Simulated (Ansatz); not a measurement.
## ZnS (R3m), ideal shear of a crystal plane

Theory: DFT PBE, scalar-relativistic, plane waves, PAW in Ansatz 0.2.0. Settings: plane waves to 420 eV, k-mesh 8×8×2 (Γ-centred), Gaussian smearing 0.05 eV. No spin polarisation. Energies are free energies at this smearing, counted from the undisturbed cell; pressure is positive in compression.

The starting cell (relaxed at this level; this form isn't the usual structure):

```
CELL_PARAMETERS angstrom
-3.84620 0.00000 0.00000
-1.92310 -3.33091 0.00000
-1.92310 -1.11030 18.89858
ATOMIC_POSITIONS crystal
Zn 0.00002 0.00002 0.77065
Zn 0.50002 0.50002 0.27065
Zn 0.38887 0.38887 0.60408
Zn 0.88887 0.88887 0.10408
Zn 0.27773 0.27773 0.93750
Zn 0.77773 0.77773 0.43750
S 0.45835 0.45835 0.39564
S 0.95835 0.95835 0.89564
S 0.23607 0.23607 0.06248
S 0.73607 0.73607 0.56248
S 0.34729 0.34729 0.72884
S 0.84729 0.84729 0.22884
```

The cut lies on the cell's a–b face, a (0 0 -1) plane (indices in the standard cell, whose axes needn't be the Cartesian ones shown) of area 12.81 Å², between layers 2.36 Å apart. Vector c is tilted by f times 1·a + 1·b (length 6.662 Å) with the atoms' Cartesian places fixed: one unrelaxed fault a cell. The traction is dγ/du, the slope of γ against the slip u in Å.

| f | γ (mJ/m²) | traction (GPa) |
| --- | --- | --- |
| 0.0000 | 0 | 0.0 |
| 0.0833 | 116 | 4.2 |
| 0.1667 | 441 | 6.9 |
| 0.2500 | 785 | 4.6 |
| 0.3333 | 902 | 0.0 |
| 0.4167 | 871 | -0.3 |
| 0.5000 | 933 | 2.6 |
| 0.5833 | 1140 | 4.2 |
| 0.6667 | 1292 | 0.0 |
| 0.7500 | 1062 | -7.9 |
| 0.8333 | 541 | -9.4 |
| 0.9167 | 130 | -4.9 |

Task: Read off the first barrier and the stress needed to climb it, and compare with Frenkel's sinusoid.

Result: The first sampled maximum lies at f = 0.333, a slip of 2.22 Å, with γ ≈ 902 mJ/m², which stands in for the unstable fault energy γ_us, and the steepest sampled slope before it is 6.9 GPa. A sinusoid γ = γ_us sin²(πu/λ) with its maximum there has λ = 4.44 Å and a largest slope πγ_us/λ = 6.4 GPa (1 mJ/m² per Å = 0.01 GPa). The stand-in is too high: a rotation axis of order three or more passes through this point, so the curvature is the same in every direction of the plane and the point is a peak of the γ-surface, which slip goes round.

Task: Is there a metastable fault on this line?

Result: The samples dip to a local minimum of 871 mJ/m² at f = 0.417. It lies off the rotation axes, between two maxima that lie on them, so it is most likely the pass between two peaks of the γ-surface: a saddle for slip across the line, a better estimate of γ_us, and no metastable fault.

The cut is rigid; relaxing the faces lowers these energies and usually the stresses.

Cost: 12 runs of about 11 core-minutes in all, on Intel Xeon Platinum 8259CL (Skylake/Cascade Lake) (shared hosts).